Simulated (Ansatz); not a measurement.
**Yttrium, fcc under revPBE: ground state and equation of state**

What does revPBE give for yttrium in the fcc structure? We relax it, solve it on a dense k-mesh, then scale the cell to 7 volumes from 88 to 112 % of the relaxed one and try a fit of the equation of state. Spin polarisation is left out. The k-meshes are 11×11×11 for the relaxation; 17×17×17 for the dense run; 12×12×12 for the volumes.

This is Y in the fcc structure; at room conditions it is hcp.

Program: Ansatz 0.2.0. Level of theory: DFT revPBE, plane waves (420 eV) with PAW, scalar-relativistic; PAW files made under PBE, frozen cores solved again for the functional. These are calculated values, not measurements.

## 1. Starting point

The structure is cubic, space group Fm-3m (No. 225). The conventional cell has a = 5.092 Å, b = 5.092 Å, c = 5.092 Å, α = 90.00°, β = 90.00°, γ = 90.00°. Y (site symmetry m-3m) has 12 Y at 3.60 Å as nearest neighbours.

Structure file:

```cif
data_structure
_symmetry_space_group_name_H-M 'P 1'
_symmetry_Int_Tables_number 1
_cell_length_a 3.6008
_cell_length_b 3.6008
_cell_length_c 3.6008
_cell_angle_alpha 60.000
_cell_angle_beta 60.000
_cell_angle_gamma 60.000
_cell_volume 33.01
loop_
_atom_site_label
_atom_site_type_symbol
_atom_site_fract_x
_atom_site_fract_y
_atom_site_fract_z
_atom_site_occupancy
Y1 Y 0.00000 0.00000 0.00000 1
```

## 2. Relaxation of the cell

The input, input.yaml:

```yaml
crystal:
  lattice:
    - [0.0, 2.5461215815, 2.5461215815]
    - [2.5461215815, 0.0, 2.5461215815]
    - [2.5461215815, 2.5461215815, 0.0]
  atoms:
    - { symbol: "Y", position: [0.0, 0.0, 0.0] }
hamiltonian:
  xc: revpbe
  pseudopotentials:
    kind: paw
    azcp:
      "Y": "pseudopotentials/Y.paw.azcp"
basis:
  ecutwfc: 420
  fft_grid_basis: typed
kpoints:
  mp_grid: { grid: [11, 11, 11], shift: [0, 0, 0] }
magnetization:
  spin_polarized: false
scf:
  occupations: { method: fermi_dirac, width: 0.1 }
relax:
  max_steps: 60
  f_tol: 0.01
  cell: {}
```

After this run come: The energy on a finer k-mesh; Equation of state: 88 %; Equation of state: 92 %; Equation of state: 96 %; Equation of state: 100 %; Equation of state: 104 %; Equation of state: 108 %; Equation of state: 112 %.

Q: Predict the outcome of this session. Wanted: space group; conventional cell; volume; shortest distance; gap on the mesh; relative to hcp; V₀, B₀, B₀′.

As calculated:

| quantity | value |
| --- | --- |
| space group (spins left aside) | Fm-3m (No. 225) |
| conventional cell | a = 5.121 Å |
| volume | 33.566 Å³/atom |
| shortest distance | 3.621 Å |
| gap on the mesh | none (levels filled in part) |
| relative to hcp | +33 meV/atom |
| V₀, B₀, B₀′ | 33.383 Å³/atom, 37 GPa, 3.3 |

The relaxation enlarged the cell by 1.7 % in volume. Against the reference form of yttrium (hcp, computed apart with the same settings) it stands 33 meV/atom higher. Levels at the Fermi energy are filled in part, as in a metal. The fitted modulus is 37 GPa. The symmetry was held, so the structure may be unstable against distortions that break it.
